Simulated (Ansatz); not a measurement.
The system is Sn.

```
Sn
1.0
     0.00000    3.23334    3.23334
     3.23334    0.00000    3.23334
     3.23334    3.23334    0.00000
Sn
2
Direct
  0.75000 0.75000 0.75000
  0.50000 0.50000 0.50000
```

This isn't the form of Sn at room conditions, which is tetragonal (white tin).

Base run:

```yaml
Program: Ansatz 0.2.0
Functional: RPBE
Potentials_or_basis: all-electron LAPW, scalar-relativistic
Cutoff: 257 eV
Density_cutoff: 1026 eV
Basis_error_allowed: 0.001 eV/atom
k_mesh: 7 × 7 × 7
Occupations: fermi-dirac, width 0.05 eV
Spin: no spin polarisation
```

Its results: pressure 5.2 GPa.

Question: The run is repeated on the same cell with these changes: functional from RPBE to LDA. What comes out?

Answer: Pressure 0.2 GPa.

LDA binds more tightly than RPBE, so the same cell stands under less pressure.

Not every run made on this cell is shown here.
